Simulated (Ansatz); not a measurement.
## Equation of state of RbBr

```cif
data_structure
_symmetry_space_group_name_H-M 'Fm-3m'
_symmetry_Int_Tables_number 225
_cell_length_a 6.9119
_cell_length_b 6.9119
_cell_length_c 6.9119
_cell_angle_alpha 90.000
_cell_angle_beta 90.000
_cell_angle_gamma 90.000
_cell_volume 330.21
loop_
_atom_site_label
_atom_site_type_symbol
_atom_site_symmetry_multiplicity
_atom_site_Wyckoff_symbol
_atom_site_fract_x
_atom_site_fract_y
_atom_site_fract_z
_atom_site_occupancy
Rb1 Rb 4 a 0.00000 0.00000 0.00000 1
Br1 Br 4 b 0.50000 0.00000 0.00000 1
```

The runs use the primitive cell with vectors (0.000, 3.456, 3.456), (3.456, 0.000, 3.456), (3.456, 3.456, 0.000) Å, to which the k mesh refers.

The cell is the one relaxed in the Materials Project (mp-22867), not relaxed further here; entries there can be hypothetical.

Levels of theory: DFT, LDA, all-electron LAPW, scalar-relativistic (Ansatz 0.2.0); DFT, LDA, PAW with Ansatz's default frozen-core files, scalar-relativistic (Ansatz 0.2.0).

For LAPW: a Γ-centred 6×6×6 k mesh, Fermi–Dirac smearing of 0.03 eV, basis error target 1 meV/atom, no spin polarisation. PAW takes a cutoff of 420 eV at this cell (files made with PBE, cores remade for this functional). The Ansatz runs share mesh, smearing and spin set-up. Plane-wave (PAW) pressures include the program's estimate of the Pulay term.

The cell above is scaled evenly, with fractional coordinates and shape held.

```json
{"V/V(cell)": "0.9405", "V (Å³/atom)": "38.821", "P, LAPW (GPa)": "-0.76", "P, PAW (GPa)": "-0.76", "gap on the k mesh, LAPW (eV)": "4.04"}
{"V/V(cell)": "0.9700", "V (Å³/atom)": "40.038", "P, LAPW (GPa)": "-1.17", "P, PAW (GPa)": "-1.17", "gap on the k mesh, LAPW (eV)": "3.96"}
{"V/V(cell)": "1.0000", "V (Å³/atom)": "41.276", "P, LAPW (GPa)": "-1.50", "P, PAW (GPa)": "-1.50", "gap on the k mesh, LAPW (eV)": "3.89"}
{"V/V(cell)": "1.0300", "V (Å³/atom)": "42.515", "P, LAPW (GPa)": "-1.78", "P, PAW (GPa)": "-1.78", "gap on the k mesh, LAPW (eV)": "3.82"}
{"V/V(cell)": "1.0600", "V (Å³/atom)": "43.753", "P, LAPW (GPa)": "-1.99", "P, PAW (GPa)": "-1.99", "gap on the k mesh, LAPW (eV)": "3.76"}
```
